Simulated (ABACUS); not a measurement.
**MgTe under changes of volume**

One of the cells (33.761 Å³/atom); the others are scaled copies at fixed shape and fractional positions:

```
Te Mg
1.0
     0.00000    3.23200    3.23200
     3.23200    0.00000    3.23200
     3.23200    3.23200    0.00000
Te Mg
1 1
Direct
  0.25000 0.25000 0.25000
  0.00000 0.00000 0.00000
```

The cell comes from a database or a generator and needn't be the stable form of this composition.

```yaml
Program: ABACUS 3.10.1
Functional: PBE
Potentials_or_basis: PseudoDojo NC SR 0.4.1 PBE standard
Cutoff: 1143 eV
Density_cutoff: 4572 eV
Basis: plane waves
k_mesh: 7 × 7 × 7
Occupations: fermi-dirac, width 0.05 eV
Spin: no spin polarisation
```

```tsv
volume (Å³/atom)	energy over the lowest point (meV/atom)	pressure (GPa)	gap on the mesh (eV)
31.735	?	?	?
32.410	14.87	2.4	2.59
33.086	6.59	1.5	2.50
33.761	1.73	0.7	2.41
34.436	0.00	0.0	2.32
35.111	1.09	-0.6	2.24
35.787	4.74	-1.2	2.16
```

Problem. What does the run at 31.735 Å³/atom give?

Solution. Energy over the lowest point 27.02 meV/atom; pressure 3.3 GPa; gap on the mesh 2.69 eV.

Worked out: A Birch-Murnaghan fit of order 3 (a polynomial in V^(-2/3)) to the other rows has its minimum at 34.50 Å³/atom with B0 = V·E''(V) = 34 GPa and B' = 3.9. It gives 26.93 meV/atom at 31.735 Å³/atom, against the run's 27.02, and -dE/dV = 3.3 GPa, against 3.3. A straight line through the other rows of the gap, of slope -4.35 eV per unit of ln V (its deformation potential), extrapolates to 2.68 eV, against the run's 2.69.

Energies are extrapolated to zero smearing.

Caveats: spin-orbit coupling is left out, which moves the levels of the heavy elements; an odd mesh through Γ misses points on the zone boundary, where band edges often lie (some runs).
